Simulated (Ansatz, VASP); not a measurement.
**PtSe2 in VASP and in Ansatz**

The input INCAR:

```
SYSTEM = PtSe2
  PREC = Accurate
  ENCUT = 520
  EDIFF = 1E-7
  ISMEAR = 0
  SIGMA = 0.05
  LREAL = .False.
  LASPH = .True.
  NELM = 150
  ALGO = Normal
  ISIF = 2
  LWAVE = .False.
  LCHARG = .False.
  ISPIN = 2
  MAGMOM = 0 0 0
  LORBIT = 11
  LMAXMIX = 4
  LDAU = .True.
  LDAUTYPE = 2
  LDAUL = 2 -1
  LDAUU = 8 0
  LDAUJ = 0 0
  LDAUPRINT = 1
  GGA = PE
  NBANDS = 22
```

Contents of KPOINTS:

```
Automatic mesh
0
Gamma
  6 6 4
  0 0 0
```

The input POSCAR:

```
PtSe2
1.0
    3.7240002900      0.0000000000      0.0000000000
   -1.8620001500      3.2250788600      0.0000000000
    0.0000000000      0.0000000000      5.0619995800
Pt Se
1 2
Direct
    0.0000000000      0.0000000000      0.0000000000
    0.3333333333      0.6666666667      0.2500000000
    0.6666666667      0.3333333333      0.7500000000
```

Input for Ansatz:

```yaml
crystal:
  lattice:
    - [3.72400029, 0.0, 0.0]
    - [-1.86200015, 3.22507886, 0.0]
    - [0.0, 0.0, 5.06199958]
  atoms:
    - { symbol: Pt, position: [0.0, 0.0, 0.0], spin: 4.0 }
    - { symbol: Se, position: [0.3333333333, 0.6666666667, 0.25] }
    - { symbol: Se, position: [0.6666666667, 0.3333333333, 0.75] }
basis:
  ecutwfc: 420
  ecutrho_ratio: 4
kpoints:
  mp_grid: { grid: [6, 6, 4] }
hamiltonian:
  xc: pbe
  hubbard:
    sites:
      - { site: 0, l: d, u_eff: 8.0, starting_ns: [{ spin: up, occupation_matrix: s0up }, { spin: down, occupation_matrix: s0down }] }
    occupation_matrices:
      s0up:
        matrix:
          - [0.97, 0.0, 0.0, 0.0, 0.0]
          - [0.0, 0.97, 0.0, 0.0, 0.0]
          - [0.0, 0.0, 0.97, 0.0, 0.0]
          - [0.0, 0.0, 0.0, 0.97, 0.0]
          - [0.0, 0.0, 0.0, 0.0, 0.97]
      s0down:
        matrix:
          - [0.0475, 0.0453, 0.00324, -0.11649, -0.09869]
          - [0.0453, 0.09461, 0.00533, -0.19187, -0.16255]
          - [0.00324, 0.00533, 0.02038, -0.0137, -0.01161]
          - [-0.11649, -0.19187, -0.0137, 0.51337, 0.41799]
          - [-0.09869, -0.16255, -0.01161, 0.41799, 0.37413]
    ns_hold: until_converged
scf:
  occupations: { method: gaussian, width: 0.05 }
  lower_state_search: "off"
  max_iter: 150
output:
  forces: true
  stress: true
  eigenvalues: true
  populations: true
  hubbard: { sites: [{ site: 0, l: d }] }
  write_density: true
  write_potential: true
  elf: true
  volumetric_format: npy
magnetization:
  spin_polarized: true
```

Alike in both runs: task single point; functional PBE; k mesh 6 × 6 × 4; occupations gaussian, width 0.05 eV; collinear spin; Hubbard terms Pt d U = 8.0 eV.

|  | VASP | Ansatz |
| --- | --- | --- |
| version | VASP 6.6.1 | Ansatz 0.2.0 |
| potentials or method | VASP PAW PBE potentials, release 64 (Pt, Se) | scalar-relativistic, plane waves, PAW |
| plane-wave cutoff (eV) | 520 | 420 |
| valence electrons in the cell | 22 | 50 |

```tsv
	VASP	Ansatz	Ansatz less VASP
gap on the k mesh at the Fermi level (eV)	none	none	-
pressure (GPa)	0.9	8.1	+7.17
largest component of the traceless stress (GPa)	0.23	2.18	+1.956
rms of the force components (eV/Å)	0.066	0.411	+0.3451
net moment per atom (μB)	0.00	0.00	0.000
```

The programs project onto different local orbitals, so the same U acts differently. Atom by atom the forces differ by 0.345 eV/Å (rms over components). A gap of «none» marks a metal or a gap that the smearing closes. The two sets of potentials don't hold the same shells in valence. Ansatz warned: «filled_band_counts_differ_across_k_points».

The runs have no spin-orbit coupling, so splittings on Pt are missing. The state reached can hang on the start; a lower one may exist.
